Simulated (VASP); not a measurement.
# LiF (Griceite) (Fm-3m) in VASP: settings compared, part 2 of 2

VASP 6.6.1. The steps go on from the part before.

## 4. Relaxation of cell and atoms, PBEsol+rVV10 (volume scaled by 1.04)

INCAR reads:

```
SYSTEM = LiF
PREC     = Accurate       ! precision mode
ENCUT    = 600            ! plane-wave cutoff, eV
EDIFF    = 1E-6           ! SCF threshold, eV
ISMEAR   = 0              ! smearing method
SIGMA    = 0.01           ! smearing width, eV
LREAL    = .False.        ! projectors in reciprocal space
LASPH    = .True.         ! aspherical terms in the spheres
NELM     = 60             ! most SCF steps
ALGO     = Normal         ! electronic algorithm
ISIF     = 3              ! what is computed and relaxed
LWAVE    = .False.        ! write WAVECAR
LCHARG   = .False.        ! write CHGCAR
GGA      = PS             ! functional
LUSE_VDW = .True.       
IVDW_NL  = 2            
BPARAM   = 20.0         
CPARAM   = 0.0093       
IBRION   = 2              ! ionic algorithm
NSW      = 60             ! ionic steps
EDIFFG   = -0.01          ! ionic threshold
```

LiF.cif reads:

```cif
data_LiF
_cell_length_a 4.08100608
_cell_length_b 4.08100608
_cell_length_c 4.08100608
_cell_angle_alpha 90.00000000
_cell_angle_beta 90.00000000
_cell_angle_gamma 90.00000000
_space_group_name_H-M_alt 'Fm-3m'
_space_group_name_Hall '-F 4 2 3'
_space_group_IT_number 225
loop_
_space_group_symop_operation_xyz
'x,y,z'
'-x,-y,-z'
'-y,x,z'
'y,-x,-z'
'-x,-y,z'
'x,y,-z'
'y,-x,z'
'-y,x,-z'
'x,-y,-z'
'-x,y,z'
'-y,-x,-z'
'y,x,z'
'-x,y,-z'
'x,-y,z'
'y,x,-z'
'-y,-x,z'
'z,x,y'
'-z,-x,-y'
'z,-y,x'
'-z,y,-x'
'z,-x,-y'
'-z,x,y'
'z,y,-x'
'-z,-y,x'
'-z,x,-y'
'z,-x,y'
'-z,-y,-x'
'z,y,x'
'-z,-x,y'
'z,x,-y'
'-z,y,x'
'z,-y,-x'
'y,z,x'
'-y,-z,-x'
'x,z,-y'
'-x,-z,y'
'-y,z,-x'
'y,-z,x'
'-x,z,y'
'x,-z,-y'
'-y,-z,x'
'y,z,-x'
'-x,-z,-y'
'x,z,y'
'y,-z,-x'
'-y,z,x'
'x,-z,y'
'-x,z,-y'
'x,y+1/2,z+1/2'
'-x,-y+1/2,-z+1/2'
'-y,x+1/2,z+1/2'
'y,-x+1/2,-z+1/2'
[... 63 lines left out ...]
'-z+1/2,y,-x+1/2'
'z+1/2,-x,-y+1/2'
'-z+1/2,x,y+1/2'
'z+1/2,y,-x+1/2'
'-z+1/2,-y,x+1/2'
'-z+1/2,x,-y+1/2'
'z+1/2,-x,y+1/2'
'-z+1/2,-y,-x+1/2'
'z+1/2,y,x+1/2'
'-z+1/2,-x,y+1/2'
'z+1/2,x,-y+1/2'
'-z+1/2,y,x+1/2'
'z+1/2,-y,-x+1/2'
'y+1/2,z,x+1/2'
'-y+1/2,-z,-x+1/2'
'x+1/2,z,-y+1/2'
'-x+1/2,-z,y+1/2'
'-y+1/2,z,-x+1/2'
'y+1/2,-z,x+1/2'
'-x+1/2,z,y+1/2'
'x+1/2,-z,-y+1/2'
'-y+1/2,-z,x+1/2'
'y+1/2,z,-x+1/2'
'-x+1/2,-z,-y+1/2'
'x+1/2,z,y+1/2'
'y+1/2,-z,-x+1/2'
'-y+1/2,z,x+1/2'
'x+1/2,-z,y+1/2'
'-x+1/2,z,-y+1/2'
'x+1/2,y+1/2,z'
'-x+1/2,-y+1/2,-z'
'-y+1/2,x+1/2,z'
'y+1/2,-x+1/2,-z'
'-x+1/2,-y+1/2,z'
'x+1/2,y+1/2,-z'
'y+1/2,-x+1/2,z'
'-y+1/2,x+1/2,-z'
'x+1/2,-y+1/2,-z'
'-x+1/2,y+1/2,z'
'-y+1/2,-x+1/2,-z'
'y+1/2,x+1/2,z'
'-x+1/2,y+1/2,-z'
'x+1/2,-y+1/2,z'
'y+1/2,x+1/2,-z'
'-y+1/2,-x+1/2,z'
'z+1/2,x+1/2,y'
'-z+1/2,-x+1/2,-y'
'z+1/2,-y+1/2,x'
'-z+1/2,y+1/2,-x'
'z+1/2,-x+1/2,-y'
'-z+1/2,x+1/2,y'
'z+1/2,y+1/2,-x'
'-z+1/2,-y+1/2,x'
'-z+1/2,x+1/2,-y'
'z+1/2,-x+1/2,y'
'-z+1/2,-y+1/2,-x'
'z+1/2,y+1/2,x'
'-z+1/2,-x+1/2,y'
'z+1/2,x+1/2,-y'
'-z+1/2,y+1/2,x'
'z+1/2,-y+1/2,-x'
'y+1/2,z+1/2,x'
'-y+1/2,-z+1/2,-x'
'x+1/2,z+1/2,-y'
'-x+1/2,-z+1/2,y'
'-y+1/2,z+1/2,-x'
'y+1/2,-z+1/2,x'
'-x+1/2,z+1/2,y'
'x+1/2,-z+1/2,-y'
'-y+1/2,-z+1/2,x'
'y+1/2,z+1/2,-x'
'-x+1/2,-z+1/2,-y'
'x+1/2,z+1/2,y'
'y+1/2,-z+1/2,-x'
'-y+1/2,z+1/2,x'
'x+1/2,-z+1/2,y'
'-x+1/2,z+1/2,-y'
loop_
_atom_site_label
_atom_site_type_symbol
_atom_site_symmetry_multiplicity
_atom_site_Wyckoff_symbol
_atom_site_fract_x
_atom_site_fract_y
_atom_site_fract_z
_atom_site_occupancy
F1 F 4 b 0.5000000000 0.0000000000 0.0000000000 1
Li1 Li 4 a 0.0000000000 0.0000000000 0.0000000000 1
```

KPOINTS reads:

```
regular mesh
0
Gamma
  7 7 7
  0 0 0
```

POSCAR reads:

```
F  Li
 1.0000000000000000
     4.0810060799999999    0.0000000000000000    0.0000000000000000
     0.0000000000000000    4.0810060799999999    0.0000000000000000
     0.0000000000000000    0.0000000000000000    4.0810060799999999
 F   Li 
   4   4
Cartesian
  2.0405030399999999  0.0000000000000000  0.0000000000000000
  0.0000000000000000  2.0405030399999999  0.0000000000000000
  0.0000000000000000  0.0000000000000000  2.0405030399999999
  2.0405030399999999  2.0405030399999999  2.0405030399999999
  0.0000000000000000  0.0000000000000000  0.0000000000000000
  0.0000000000000000  2.0405030399999999  2.0405030399999999
  2.0405030399999999  0.0000000000000000  2.0405030399999999
  2.0405030399999999  2.0405030399999999  0.0000000000000000
```

Potentials or basis: VASP PAW PBE potentials, release 64 (F, Li_sv).

Started as:

```bash
$ ase convert -i cif -o vasp LiF.cif POSCAR
$ cat potpaw_PBE.64/F/POTCAR potpaw_PBE.64/Li_sv/POTCAR > POTCAR
$ mpirun -np 1 vasp_std > vasp.out
```

It took 2.5 min on 1 thread of AMD EPYC 9R45 (Zen 5), shared host; peak memory 0.35 GiB.

Results (log left out):

| Property | Result |
| --- | --- |
| Free energy | -38.8481 eV |
| Relaxed volume | 7.93 Å³/atom |
| Relaxed cell | a = 3.988 Å, b = 3.988 Å, c = 3.988 Å, α = 90.00°, β = 90.00°, γ = 90.00° |
| Space group after relaxing (to 0.05 Å) | Fm-3m (No. 225) |
| Energy gained by relaxing | 8.5 meV/atom |
| Ionic steps | 4 |
| Pressure after relaxing | 0.0 GPa |
| Band gap on the k mesh | 9.16 eV |

The path:
```tsv
step	energy change (eV)	largest force (eV/Å)	pressure (GPa)	volume (Å³)
1	0.0000	0.0000	-4.48	67.97
2	-0.0503	0.0000	-2.41	65.66
3	-0.0676	0.0000	-0.30	63.68
4	-0.0679	0.0000	0.00	63.41
```

Final structure:
```yaml
crystal:
  lattice:
    - [3.98767, 0.00000, 0.00000]
    - [0.00000, 3.98767, 0.00000]
    - [0.00000, 0.00000, 3.98767]
  atoms:
    - { symbol: F, position: [0.50000, 0.00000, 0.00000] }
    - { symbol: F, position: [0.00000, 0.50000, 0.00000] }
    - { symbol: F, position: [0.00000, 0.00000, 0.50000] }
    - { symbol: F, position: [0.50000, 0.50000, 0.50000] }
    - { symbol: Li, position: [0.00000, 0.00000, 0.00000] }
    - { symbol: Li, position: [0.00000, 0.50000, 0.50000] }
    - { symbol: Li, position: [0.50000, 0.00000, 0.50000] }
    - { symbol: Li, position: [0.50000, 0.50000, 0.00000] }
```

Levels at points of the mesh, in eV from the valence-band top:
| k point | band 17 | band 18 | band 19 | band 20 | band 21 | band 22 | band 23 | band 24 |
| --- | --- | --- | --- | --- | --- | --- | --- | --- |
| (0.00, 0.00, 0.00) | -1.06 | 0.00 | 0.00 | 0.00 | 9.16 | 14.89 | 14.89 | 14.89 |

Caveat: the cutoff is under 1.25 times the usual one of these potentials, so pressure, stress and relaxed cells hold a basis-set (Pulay) error; the PAW data sets were made with another functional, which shifts forces and pressure a little; an odd mesh through Γ misses points on the zone boundary, where band edges often lie.

## 5. Single point, B3LYP+D2, collinear spin, ferromagnetic start

run.py reads:

```python
from ase.calculators.vasp import Vasp
from ase.dft.bandgap import bandgap
from ase.io import read

atoms = read('LiF.cif')
atoms.set_initial_magnetic_moments([0.5, 0.0])
calc = Vasp(
    directory='calc',
    xc='b3lyp',
    pp='PBE',
    setups='recommended',
    prec='Accurate',
    encut=520,
    ediff=1e-06,
    ismear=0,
    sigma=0.05,
    lreal=False,
    lasph=True,
    nelm=100,
    algo='Normal',
    isif=2,
    lwave=False,
    lcharg=False,
    ispin=2,
    lorbit=11,
    nupdown=2,
    precfock='Fast',
    hfrcut=-1,
    ivdw=1,
    kpts=[6, 6, 6],
    gamma=True,
)
atoms.calc = calc

print('energy (eV):', atoms.get_potential_energy())
print('free energy (eV):', atoms.get_potential_energy(force_consistent=True))
print('forces (eV/A):')
print(atoms.get_forces())
print('stress (eV/A^3, Voigt):', atoms.get_stress())
print('Fermi level (eV):', calc.get_fermi_level())
print('moment (muB):', atoms.get_magnetic_moment())
print('site moments (muB):', atoms.get_magnetic_moments())
gap, top, bottom = bandgap(calc)
print('band gap (eV):', gap, 'from (spin, k, band)', top, 'to', bottom)
```

LiF.cif reads:

```cif
data_LiF
_cell_length_a 2.84822611
_cell_length_b 2.84822611
_cell_length_c 2.84822611
_cell_angle_alpha 60.00000000
_cell_angle_beta 60.00000000
_cell_angle_gamma 60.00000000
_space_group_name_H-M_alt 'P1'
_space_group_name_Hall 'P 1'
_space_group_IT_number 1
loop_
_space_group_symop_operation_xyz
'x,y,z'
loop_
_atom_site_label
_atom_site_type_symbol
_atom_site_symmetry_multiplicity
_atom_site_Wyckoff_symbol
_atom_site_fract_x
_atom_site_fract_y
_atom_site_fract_z
_atom_site_occupancy
F1 F 1 a 0.5000000000 0.5000000000 0.5000000000 1
Li1 Li 1 a 0.0000000000 0.0000000000 0.0000000000 1
```

Started as:

```bash
$ python run.py
```

It took 5.1 min on 1 thread of AMD EPYC 9R45 (Zen 5), shared host; peak memory 0.11 GiB.

It converged, with:

- Free energy: 1.4318 eV
- Net moment: 2.00 μB per cell
- Site moments: F +1.08; Li +0.22 μB
- Valence electrons inside the program's atomic spheres: F 5.78; Li 2.25
- Dispersion energy per atom: -0.375 eV

Caveat: the k mesh is coarse (spacing up to 0.45 Å⁻¹), so the values aren't converged, least of all with exact exchange; the cutoff is under 1.25 times the usual one of these potentials, so pressure, stress and relaxed cells hold a basis-set (Pulay) error; the moment is held away from its start; a pressure of tens of GPa on the cell as given is suspect, and the run, the potentials or the cell itself is likely at fault; the PAW data sets were made with another functional, which shifts forces and pressure a little; the total moment is fixed, so each spin has its own Fermi level.

## 6. Summary

| task | level | potentials or basis | spin | fixed moment (μB) | cell | k mesh | cutoff (eV) | smearing | grid for exact exchange (PRECFOCK) | exchange at q = 0 | mesh quality | gap on the mesh (eV) | pressure (GPa) |
| --- | --- | --- | --- | --- | --- | --- | --- | --- | --- | --- | --- | --- | --- |
| single point | PBE | VASP PAW PBE potentials, release 64 (F, Li_sv) | off | - | as given | 11 × 11 × 11 | 520 | gaussian 0.02 eV | - | - | not flagged | 9.09 | - |
| single point | vdW-DF | VASP PAW PBE potentials, release 64 (F_h, Li_sv) | off | - | volume scaled by 0.96 | 11 × 11 × 11 | 900 | gaussian 0.05 eV | - | - | not flagged | 9.87 | 6.9 |
| relaxation of cell and atoms | PBEsol+rVV10 | VASP PAW PBE potentials, release 64 (F, Li_sv) | off | - | relaxed from: volume scaled by 1.04 | 7 × 7 × 7 | 600 | gaussian 0.01 eV | - | - | not flagged | 9.16 | 0.0 |
| single point | B3LYP+D2 | VASP PAW PBE potentials, release 64 (F, Li_sv) | collinear, ferromagnetic start | 2 | as given | 6 × 6 × 6 | 520 | gaussian 0.05 eV | Fast | truncated | coarse | - | - |

Caveats: some runs use coarse meshes; the cutoff is under 1.25 times the usual one of these potentials, so pressure, stress and relaxed cells hold a basis-set (Pulay) error; an odd mesh through Γ misses points on the zone boundary, where band edges often lie (some runs); the PAW data sets were made with another functional, which shifts forces and pressure a little (some runs); the moment is held away from its start (some runs); a pressure of tens of GPa on the cell as given is suspect, and the run, the potentials or the cell itself is likely at fault (some runs); the total moment is fixed, so each spin has its own Fermi level (some runs).

Total energies depend on the potentials used, so only differences within one code and one set of settings carry meaning.
